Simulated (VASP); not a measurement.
## AlH5: relaxation of cell and atoms with PBE

Crystal: AlH5.

```
Al H
1.0
     3.46149    0.00000    0.00000
     0.00000    3.46149    0.00000
     0.00000    0.00000    3.46149
Al H
1 5
Direct
  0.00000 0.00000 0.00000
  0.28054 0.28054 0.28054
  0.71946 0.71946 0.28054
  0.71946 0.28054 0.71946
  0.28054 0.71946 0.71946
  0.50000 0.50000 0.50000
```

The cell was built by a generator and needn't be a form met in nature.

The cell isn't the ideal one: random cell by space group and Wyckoff sites (P-43m, No. 215).

| Property | Result |
| --- | --- |
| Program | VASP 6.6.1 |
| Task | relaxation of cell and atoms |
| Functional | PBE |
| Potentials or basis | VASP PAW PBE potentials, release 64 (Al, H) |
| Cutoff | 600 eV |
| k mesh | 6 × 6 × 6 |
| Occupations | gaussian, width 0.1 eV |
| Spin | no spin polarisation |
| Dipole correction | no |
| Further INCAR settings | ALGO = Normal; EDIFF = 1e-06; IBRION = 2; EDIFFG = -0.04; NSW = 90; ISIF = 3 |

The relaxed volume is 6.89 Å³/atom. The relaxed cell is a = 3.458 Å, b = 3.458 Å, c = 3.458 Å, α = 90.00°, β = 90.00°, γ = 90.00°, the space group after relaxing (to 0.05 Å) is P-43m (No. 215) and the energy gained by relaxing is 0.2 meV/atom. The ionic steps are 2. The pressure after relaxing is -0.4 GPa, the largest force after relaxing is 0.039 eV/Å and the band gap on the k mesh is none (metal or under the smearing width).

Forces in eV/Å, atoms in the order of the input:
```
Al   0.000  0.000  0.000
H    0.023  0.023  0.023
H   -0.023 -0.023  0.023
H   -0.023  0.023 -0.023
H    0.023 -0.023 -0.023
H    0.000  0.000  0.000
```

The path:
```
step  energy change (eV)  largest force (eV/Å)  pressure (GPa)  volume (Å³)
   1              0.0000                0.0691           -0.42        41.48
   2             -0.0010                0.0394           -0.41        41.37
```

Final structure:
```
Al H
1.0
     3.45846    0.00000    0.00000
     0.00000    3.45846    0.00000
     0.00000    0.00000    3.45846
Al H
1 5
Direct
  0.00000 0.00000 0.00000
  0.28110 0.28110 0.28110
  0.71890 0.71890 0.28110
  0.71890 0.28110 0.71890
  0.28110 0.71890 0.71890
  0.50000 0.50000 0.50000
```

Levels at points of the mesh, in eV from the Fermi level:
```tsv
k point	band 1	band 2	band 3	band 4	band 5	band 6	band 7	band 8
(0.00, 0.00, 0.00)	-10.22	-0.68	-0.68	-0.68	0.00	6.03	6.03	11.78
(0.50, 0.00, 0.00)	-8.01	-6.68	-0.05	-0.05	2.72	7.88	7.88	7.97
(0.50, 0.50, 0.00)	-6.49	-4.30	-3.76	-3.76	5.09	6.75	7.52	7.52
(0.50, 0.50, 0.50)	-5.66	-2.67	-2.67	-2.67	-0.36	2.63	2.63	2.63
```

It took 6 s on 1 thread of AMD EPYC 9R45 96-Core Processor (Zen 5), on a shared host, peak memory 0.12 GiB.
